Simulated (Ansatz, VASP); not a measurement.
# FeSi in VASP and in Ansatz

Contents of INCAR:

```
  PREC = Accurate
  ENCUT = 600
  EDIFF = 1E-6
  ISMEAR = -1
  SIGMA = 0.05
  LREAL = F
  LASPH = T
  NELM = 150
  ALGO = Normal
  ISIF = 3
  LWAVE = F
  LCHARG = F
  ISPIN = 2
  MAGMOM = 2.5 0
  LORBIT = 11
  LMAXMIX = 4
  GGA = PE
  IBRION = 2
  NSW = 60
  EDIFFG = -0.005
```

File KPOINTS:

```
regular mesh
0
Gamma
  15 15 15
```

File POSCAR:

```
FeSi
1.0
    0.0000000000      2.3359840432      2.3359840432
    2.3359840432      0.0000000000      2.3359840432
    2.3359840432      2.3359840432      0.0000000000
Fe Si
1 1
Direct
    0.0000000000      0.0000000000      0.0000000000
    0.5000000000      0.5000000000      0.5000000000
```

Input for Ansatz:

```yaml
crystal:
  lattice:
    - [0.0, 2.3359840432, 2.3359840432]
    - [2.3359840432, 0.0, 2.3359840432]
    - [2.3359840432, 2.3359840432, 0.0]
  atoms:
    - { symbol: Fe, position: [0.0, 0.0, 0.0], spin: 2.5 }
    - { symbol: Si, position: [0.5, 0.5, 0.5] }
magnetization:
  spin_polarized: true
kpoints:
  mp_grid: { grid: [15, 15, 15] }
scf:
  occupations: { method: fermi_dirac, width: 0.05 }
hamiltonian:
  xc: pbe
  pseudopotentials: { kind: paw }
output:
  forces: true
  stress: true
  write_density: true
  write_potential: true
  elf: true
  volumetric_format: npy
relax:
  f_tol: 0.005
  max_steps: 40
  cell: {}
```

Alike in both runs: task relaxation of cell and atoms; functional PBE; k mesh 15 × 15 × 15; occupations fermi-dirac, width 0.05 eV; collinear spin.

```csv
,VASP,Ansatz
version,VASP 6.6.1,Ansatz 0.2.0
potentials or method,"VASP PAW PBE potentials, release 64 (Fe, Si)","PAW with Ansatz's default frozen-core files, scalar-relativistic"
plane-wave cutoff (eV),600,420
valence electrons in the cell,12,20
```

|  | VASP | Ansatz | Ansatz less VASP |
| --- | --- | --- | --- |
| net moment per atom (μB) | 0.65 | 0.66 | +0.016 |
| size of the moment on the site where the two differ most (μB) | 1.41 | 1.40 | -0.010 |
| relaxed volume (Å³/atom) | 13.08 | 13.09 | +0.012 |
| relaxed cell length with the largest relative difference (Å) | 3.332 | 3.333 | +0.0010 |
| energy change over the relaxation (meV/atom) | -3 | -4 | -0.3 |

Site moments also hang on the region over which each program counts them. The two sets of potentials don't hold the same shells in valence.
